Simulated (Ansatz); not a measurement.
## CdS in Ansatz: the effect of functional

Crystal: CdS.

```
Cd S
1.0
     4.26117    0.00000    0.00000
    -2.13058    3.69028    0.00000
     0.00000    0.00000    5.80417
Cd S
1 1
Direct
  0.00000 0.00000 0.44269
  0.66667 0.33333 0.43431
```

Measurements of this composition are mostly on another form, of space group No. 186.

Alike in all runs:

```yaml
Program: Ansatz 0.2.0
Task: single point
Potentials_or_basis: all-electron PAW datasets made for the crystal
k_mesh: 4 × 4 × 4
Occupations: fermi-dirac, width 0.05 eV
Spin: no spin polarisation
```

```csv
functional,cutoff,gap on the mesh (eV),pressure (GPa)
PBE,240 eV (chosen from the basis error),?,?
HSE06,270 eV (chosen from the basis error),2.49,-0.7
PBE0,270 eV (chosen from the basis error),3.19,-0.8
```

Problem. What does the run with functional PBE give?

Solution. gap on the mesh 1.46 eV; pressure -0.2 GPa.

Caveats: all runs use coarse meshes.

A k mesh can miss the band edges.

The runs don't all hold the same shells in valence.
